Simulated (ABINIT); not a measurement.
## Sn in ABINIT: the effect of potentials

The system is Sn.

```
Sn
1.0
     0.00000    3.23334    3.23334
     3.23334    0.00000    3.23334
     3.23334    3.23334    0.00000
Sn
2
Cartesian
  4.8500 4.8500 4.8500
  3.2333 3.2333 3.2333
```

This isn't the form of Sn at room conditions, which is tetragonal (white tin).

Alike in all runs:

- Program: ABINIT 10.8.3 (patched build)
- Task: single point
- Functional: r2SCAN
- k mesh: 7 × 7 × 7
- Occupations: fermi-dirac, width 0.05 eV
- Spin: no spin polarisation

```csv
potentials,cutoff,pressure (GPa)
"Ansatz PAW PBE default generated set, frozen core",490 eV,2.1
JTH PAW PBE v2.0,707 eV,2.0
Ansatz NC r2SCAN,1469 eV,2.2
SG15 NC PBE v1.2,707 eV,?
PseudoDojo NC SR PBE v0.4.1 standard,1170 eV,1.4
```

Q: What does the run with potentials SG15 NC PBE v1.2 give?

A: Pressure 0.8 GPa.

Caveats: the PAW data sets were made with another functional, which shifts forces and pressure a little (some runs); the potentials were made for another functional, which shifts forces and pressure (some runs); a meta-GGA on potentials with a model core is unreliable (some runs).
